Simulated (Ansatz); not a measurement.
Li:

```
Li
1.0
    -1.75465    1.75465    1.75465
     1.75465   -1.75465    1.75465
     1.75465    1.75465   -1.75465
Li
1
Cartesian
  0.0000 0.0000 0.0000
```

| Item | Value |
| --- | --- |
| Program | Ansatz 0.2.0 |
| Task | relaxation of cell and atoms |
| Functional | PBE |
| Dispersion | D4 |
| Potentials or basis | all-electron LAPW, scalar-relativistic |
| Basis error allowed | 0.001 eV/atom |
| k mesh | 11 × 11 × 11 |
| Occupations | fermi-dirac, width 0.05 eV |
| Spin | no spin polarisation |

At the start: volume 21.61 Å³/atom.

Q: Where does the relaxation end?

A: Over 5 steps the energy falls by 4.9 meV/atom and the volume is 20.02 Å³/atom (-7.3 %); space group Im-3m (No. 229, to 0.05 Å).

The path:
| step | energy change (eV) | largest force (eV/Å) | volume (Å³) |
| --- | --- | --- | --- |
| 1 | 0.0000 | 0.0000 | 21.61 |
| 2 | -0.0032 | 0.0000 | 20.93 |
| 3 | -0.0049 | 0.0000 | 19.95 |
| 4 | -0.0049 | 0.0000 | 20.02 |
| 5 | -0.0049 | 0.0000 | 20.02 |

Final structure:
```
Li
1.0
    -1.71068    1.71068    1.71068
     1.71068   -1.71068    1.71068
     1.71068    1.71068   -1.71068
Li
1
Direct
  0.00000 0.00000 0.00000
```

The cell as given is a measured one (21.61 Å³/atom); PBE+D4 puts the equilibrium volume -7.3 % from it, thermal expansion not counted.
